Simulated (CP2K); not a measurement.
Runs of CP2K 2026.2 on Mo. Symmetry: Im-3m, No. 229, cubic system. The conventional cell has a = 3.168 Å, b = 3.168 Å, c = 3.168 Å, α = 90.00°, β = 90.00°, γ = 90.00°. Mo (site symmetry m-3m) is surrounded by 8 Mo at 2.74 Å. 

```tsv
task	level	potentials or basis	smearing	EPS_DEFAULT	NGRIDS	basis sets	potentials	CUTOFF of the grids	gap on the mesh (eV)	pressure (GPa)	V0 of scaled cells (Å³/atom)	B0 (GPa)
single point	LDA	POTENTIAL_UZH Mo GTH-PBE-q14; TZVP-MOLOPT-PBE-GTH basis	fermi-dirac 0.05 eV	1.0E-9	4	Mo TZVP-MOLOPT-PBE-GTH-q14	Mo GTH-PBE-q14 of POTENTIAL_UZH	675 Ry	none	-10.7	-	-
band structure	PBE	POTENTIAL_UZH Mo GTH-PBE-q14; TZVP-MOLOPT-PBE-GTH basis	fermi-dirac 0.0259 eV	1.0E-10	5	Mo TZVP-MOLOPT-PBE-GTH-q14	Mo GTH-PBE-q14 of POTENTIAL_UZH	450 Ry	none	0.1	-	-
equation of state	r2SCAN	POTENTIAL_UZH Mo GTH-SCAN-q14; TZVP-MOLOPT-SCAN-GTH basis	fermi-dirac 0.0259 eV	1.0E-9	4	Mo TZVP-MOLOPT-SCAN-GTH-q14	Mo GTH-SCAN-q14 of POTENTIAL_UZH	675 Ry	-	-	(b)	272
single point	r2SCAN	POTENTIAL_UZH Mo GTH-SCAN-q14; TZVP-MOLOPT-SCAN-GTH basis	fermi-dirac 0.05 eV	1.0E-9	4	Mo TZVP-MOLOPT-SCAN-GTH-q14	Mo GTH-SCAN-q14 of POTENTIAL_UZH	675 Ry	none	-2.2	-	-
single point	r2SCAN+D4	POTENTIAL_UZH Mo GTH-SCAN-q14; TZVP-MOLOPT-SCAN-GTH basis	fermi-dirac 0.05 eV	1.0E-9	4	Mo TZVP-MOLOPT-SCAN-GTH-q14	Mo GTH-SCAN-q14 of POTENTIAL_UZH	675 Ry	none	(a)	-	-
equation of state	LDA	GTH_POTENTIALS Mo GTH-PADE-q14; TZVP-MOLOPT-PBE-GTH basis	fermi-dirac 0.0259 eV	1.0E-9	5	Mo TZVP-MOLOPT-PBE-GTH-q14	Mo GTH-PADE-q14 of GTH_POTENTIALS	450 Ry	-	-	15.19	309
equation of state	PBE	POTENTIAL_UZH Mo GTH-PBE-q14; TZVP-MOLOPT-PBE-GTH basis	fermi-dirac 0.05 eV	1.0E-10	5	Mo TZVP-MOLOPT-PBE-GTH-q14	Mo GTH-PBE-q14 of POTENTIAL_UZH	450 Ry	-	-	15.90	261
equation of state	LDA	GTH_POTENTIALS Mo GTH-PADE-q14; TZVP-MOLOPT-PBE-GTH basis	fermi-dirac 0.1 eV	1.0E-9	5	Mo TZVP-MOLOPT-PBE-GTH-q14	Mo GTH-PADE-q14 of GTH_POTENTIALS	450 Ry	-	-	15.20	309
```

Alike in all rows: no spin polarisation; cell as given; k mesh 12 × 12 × 12.

Task: Estimate the missing entries.

Result: (a) -3.9; (b) 15.76.

Caveats: the basis of atomic orbitals isn't converged, which shifts pressures, moduli and gaps; the potentials were made for another functional, which shifts forces and pressure (some runs); pairwise dispersion overbinds metals, which lowers pressure and volume (some runs).

A k mesh can miss the band edges, and the runs leave out spin-orbit coupling on Mo.

A gap of «none» marks a metal or a gap under the smearing width.

Not every run made on this cell is shown here.
